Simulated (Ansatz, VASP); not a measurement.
# AlN: VASP beside Ansatz

```xyz
4
Lattice="3.1813 0.0000 0.0000 -1.5906 2.7551 0.0000 0.0000 0.0000 4.9436" Properties=species:S:1:pos:R:3 pbc="T T T"
Al    0.0000    1.8367   -0.0042
Al    1.5907    0.9184    2.4676
N     0.0000    1.8367    1.9075
N     1.5907    0.9184    4.3793
```

Alike in both runs: functional LDA; k mesh 9 × 9 × 6; occupations gaussian, width 0.05 eV; no spin polarisation.

Ansatz relaxed the structure, and its values are those at the end. VASP's run is a single point on that final structure, the one shown.

|  | VASP | Ansatz |
| --- | --- | --- |
| version | VASP 6.6.1 | Ansatz 0.2.0 |
| potentials or method | VASP PAW LDA potentials, release 64 (Al, N) | scalar-relativistic, plane waves, PAW |
| plane-wave cutoff (eV) | 520 | 520 |
| valence electrons in the cell | 16 | 16 |

|  | VASP | Ansatz | Ansatz less VASP |
| --- | --- | --- | --- |
| gap on the k mesh at the Fermi level (eV) | 3.76 | 3.75 | -0.005 |
| least direct gap on the mesh (eV) | 3.76 | 3.75 | -0.005 |
| pressure (GPa) | -11.0 | -11.5 | -0.44 |
| rms of the force components (eV/Å) | 0.003 | 0.000 | -0.0031 |

Ansatz warned: «pseudo_functional_mismatch».

Caveats: an odd mesh through Γ misses points on the zone boundary, where band edges often lie. A hybrid or GW would open this gap; LDA tends to underestimate it.
